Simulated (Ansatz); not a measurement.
# TaN: the cost of one run

Computed with Ansatz 0.2.0 (DFT r2SCAN, scalar-relativistic, plane waves, PAW, unless a step's input says otherwise).

2 further runs of the same task are left out: 2 set aside as unsound or not needed.

## 1. The structure to begin with

The structure is hexagonal, space group P-6m2 (No. 187). The conventional cell has a = 2.912 Å, b = 2.912 Å, c = 2.836 Å, α = 90.00°, β = 90.00°, γ = 120.00°. Around W (site symmetry -6m2) lie 6 C at 2.20 Å. C (site symmetry -6m2) is surrounded by 6 W at 2.20 Å.

As a file:

```
W C
1.0
     2.91210    0.00000    0.00000
    -1.45605    2.52195    0.00000
     0.00000    0.00000    2.83619
W C
1 1
Direct
  0.00000 0.00000 0.00000
  0.66667 0.33333 0.50000
```

It goes back to an entry of the Materials Project.

It is the result of an earlier relaxation at this level (volume 10.41 Å³/atom; gap on the mesh: none (metal)).

## 2. The substitution C → N, W → Ta

TaN starts from the relaxed positions of WC, with all lengths scaled by 1.008, a guess from tabulated radii.

## 3. Probe: one point at the start (TaN)

File input.yaml:

```yaml
crystal:
  lattice:
    - [2.9363381894, 0.0, 0.0]
    - [-1.4681690947, 2.5429434661, 0.0]
    - [0.0, 0.0, 2.8598013836]
  atoms:
    - { symbol: Ta, position: [0.0, 0.0, 0.0] }
    - { symbol: "N", position: [0.6666666667, 0.3333333333, 0.5] }
basis:
  ecutwfc: 500
kpoints:
  mp_grid: { grid: [6, 6, 6] }
hamiltonian:
  xc: r2scan
scf:
  occupations: { method: gaussian, width: 0.1 }
output:
  forces: true
  stress: true
  eigenvalues: true
```

Command:

```
$ ansatz run input.yaml --threads 1 --pin off --max-ram 2560MiB --backend cpu --events-out ev --progress --plain --runs-dir out
```

**Question.** How long does this run take on 1 thread of Arm Neoverse V1, shared host, and how much memory does it need?

About 2.5 s, with a peak of 0.33 GiB.
